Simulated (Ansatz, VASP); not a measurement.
AgCl: VASP beside Ansatz

The input INCAR:

```
ALGO     = Normal         # electronic algorithm
EDIFF    = 1E-8           # SCF threshold, eV
ENCUT    = 520            # plane-wave cutoff, eV
GGA      = PE             # functional
ISIF     = 2              # what is computed and relaxed
ISMEAR   = -1             # smearing method
LASPH    = True           # aspherical terms in the spheres
LCHARG   = False          # write CHGCAR
LEFG     = True         
LREAL    = False          # projectors in reciprocal space
LWAVE    = False          # write WAVECAR
NBANDS   = 16             # bands
NELM     = 100            # most SCF steps
PREC     = Accurate       # precision mode
SIGMA    = 0.02           # smearing width, eV
```

Contents of KPOINTS:

```
k-points
0
Gamma
  8 8 8
```

File POSCAR:

```
AgCl
1.0
   -0.0831945000      2.7315527500      2.7315527500
    2.7315527500     -0.0831945000      2.7315527500
    2.7315527500      2.7315527500     -0.0831945000
Ag Cl
1 1
Direct
    0.5000000000      0.5000000000      0.5000000000
    0.0000000000      0.0000000000      0.0000000000
```

Input for Ansatz:

```yaml
crystal:
  lattice:
    - [-0.0831945, 2.73155275, 2.73155275]
    - [2.73155275, -0.0831945, 2.73155275]
    - [2.73155275, 2.73155275, -0.0831945]
  atoms:
    - { symbol: Ag, position: [0.5, 0.5, 0.5] }
    - { symbol: Cl, position: [0.0, 0.0, 0.0] }
kpoints:
  mp_grid: { grid: [8, 8, 8] }
scf:
  occupations: { method: fermi_dirac, width: 0.02 }
hamiltonian:
  xc: pbe
  pseudopotentials: { kind: all_electron, datasets: crystal }
output:
  forces: true
  stress: true
  eigenvalues: true
  efg: { contact_densities: true }
```

Change from the starting cell: equal xy, yz and zx shear strains of -3 %, crystal datasets.

Alike in both runs: task electric field gradients; functional PBE; k mesh 8 × 8 × 8; occupations fermi-dirac, width 0.02 eV; no spin polarisation.

|  | VASP | Ansatz |
| --- | --- | --- |
| version | VASP 6.6.1 | Ansatz 0.2.0 |
| potentials or method | VASP PAW PBE potentials, release 64 (Ag, Cl) | all-electron PAW with datasets made for the crystal, scalar-relativistic |
| plane-wave cutoff (eV) | 520 | see its input |

VASP gave:

```
gap on the k mesh at the Fermi level (eV)                      : 0.87
pressure (GPa)                                                 : 1.5
largest component of the traceless stress (GPa)                : 0.16
Vzz of the field gradient on the site that differs most (V/Å²) : 6.5
```

Problem. Estimate Ansatz's values.

Solution. gap on the k mesh at the Fermi level (eV): 0.88; pressure (GPa): 1.6; largest component of the traceless stress (GPa): 0.15; Vzz of the field gradient on the site that differs most (V/Å²): 6.8.

Ansatz ran all-electron here, so the differences hold the error of VASP's frozen core and of both bases. Ansatz warned: «gradients_without_spin_orbit».

A k mesh can miss the band edges.
